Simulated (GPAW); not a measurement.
Set up this calculation in GPAW 26.7.0, as an ASE script.

```yaml
Task: optical spectrum
Functional: LDA
Potentials_or_basis: the program's PAW data sets (release 1.2.1) made for this functional
Cutoff: 500 eV
Basis: pw
k_mesh: 6 × 6 × 6
Occupations: fermi-dirac, width 0.05 eV
Spin: no spin polarisation
Kernel: RPA
Eta: 0.2 eV
Response_ecut: 60 eV
Scissors: 0 eV
Maxiter: 150
Response_k_mesh: 11 × 11 × 11
Domega0: 0.05 eV
Omega2: 10 eV
Response_bands: 47
Directions: "[\"x\", \"z\"]"
Intraband: yes
```

The structure of Bi lies in POSCAR:

```
Bi
1.0
    2.2675000000      1.3091417354      3.9380000000
   -2.2675000000      1.3091417354      3.9380000000
    0.0000000000     -2.6182834708      3.9380000000
Bi
2
Direct
    0.7660000000      0.7660000000      0.7660000000
    0.2340000000      0.2340000000      0.2340000000
```

These files were run (other wordings do the same):

run.py

```python
from ase.dft.bandgap import bandgap
from ase.io import read, write
from gpaw import GPAW, PW
from gpaw.response.df import DielectricFunction

atoms = read('POSCAR')

calc = GPAW(mode=PW(500),
            xc='LDA',
            kpts={'size': (6, 6, 6), 'gamma': True},
            occupations={'name': 'fermi-dirac', 'width': 0.05},
            nbands=25,
            convergence={'density': 1e-06},
            maxiter=150,
            txt='gpaw.txt')
atoms.calc = calc
energy = atoms.get_potential_energy()
calc.write('gs.gpw')
write('result.traj', atoms)
print(f'Energy: {energy:.6f} eV')
print('Fermi level:', round(calc.get_fermi_level(), 4), 'eV')
print(f'Gap: {bandgap(calc)[0]:.4f} eV, direct: {bandgap(calc, direct=True)[0]:.4f} eV')

dense = calc.fixed_density(kpts={'size': (11, 11, 11), 'gamma': True},
                           nbands=53, convergence={'bands': 47, 'eigenstates': 1e-7},
                           update_fermi_level=True, txt='dense.txt')
dense.write('dense.gpw', mode='all')

df = DielectricFunction('dense.gpw', frequencies={'type': 'nonlinear', 'domega0': 0.05, 'omega2': 10},
                        eta=0.2, ecut=60, nbands=47, rate='eta', txt='df.txt')
for direction in ['x', 'z']:
    df.get_dielectric_function(xc='RPA', direction=direction, filename=f'df_{direction}.csv')
```

Potentials or basis: the program's PAW data sets (release 1.2.1) made for this functional, pw.

The run is started by

```sh
$ OMP_NUM_THREADS=1 python run.py
```

It gave:

The band gap on the k mesh is none (metal or under the smearing width).

Caveat: the intraband term hangs on this k mesh; the long-wavelength limit can be off by a per cent or two; independent-particle spectra lack excitons; spin-orbit coupling is left out, which moves the levels of the heavy elements.

It took 5.1 min on 1 thread of Arm Neoverse V2, with other jobs on the host, peak memory 0.61 GiB.
